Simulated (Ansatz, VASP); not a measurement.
**One calculation of Au, two programs**

Contents of INCAR:

```
SYSTEM = Au
ALGO = Fast
EDIFF = 1E-7
ENCUT = 520
GGA = PS
ISIF = 2
ISMEAR = 0
LASPH = .True.
LCHARG = .True.
LELF = .True.
LREAL = .False.
LVHAR = .True.
LWAVE = .False.
NBANDS = 12
NELM = 60
PREC = Accurate
SIGMA = 0.15
```

KPOINTS

```
k-points
0
Gamma
  20 20 20
  0 0 0
```

Contents of POSCAR:

```
Au
1.0
    0.0000000000      2.2091400000      2.2091400000
    2.2091400000      0.0000000000      2.2091400000
    2.2091400000      2.2091400000      0.0000000000
Au
1
Direct
    0.0000000000      0.0000000000      0.0000000000
```

Input for Ansatz:

```yaml
crystal:
  lattice:
    - [0.0, 2.20914, 2.20914]
    - [2.20914, 0.0, 2.20914]
    - [2.20914, 2.20914, 0.0]
  atoms:
    - { symbol: Au, position: [0.0, 0.0, 0.0] }
basis:
  ecutwfc: 420
kpoints:
  mp_grid: { grid: [20, 20, 20] }
hamiltonian:
  xc: pbesol
scf:
  occupations: { method: gaussian, width: 0.15 }
output:
  forces: true
  stress: true
  eigenvalues: true
  write_density: true
  write_potential: true
  elf: true
  volumetric_format: npy
```

Change from the starting cell: strain +0.080 along x and y, +0.080 along z, atoms carried along.

Alike in both runs: task single point; functional PBEsol; k mesh 20 × 20 × 20; occupations gaussian, width 0.15 eV; no spin polarisation.

```csv
,VASP,Ansatz
version,VASP 6.6.1,Ansatz 0.2.0
potentials or method,"VASP PAW PBE potentials, release 64 (Au)","scalar-relativistic, plane waves, PAW"
plane-wave cutoff (eV),520,420
valence electrons in the cell,11,19
```

|  | VASP | Ansatz | Ansatz less VASP |
| --- | --- | --- | --- |
| gap on the k mesh at the Fermi level (eV) | none | none | - |
| pressure (GPa) | -20.5 | -20.5 | +0.06 |

A gap of «none» marks a metal or a gap that the smearing closes. The two sets of potentials don't hold the same shells in valence.

Caveats: so large a pressure means that the cell lies far from this level's equilibrium, or that cutoff or potentials fall short (VASP); the potentials were made for another functional, which shifts forces and pressure (VASP). Spin-orbit coupling is left out, which matters for the levels of Au.
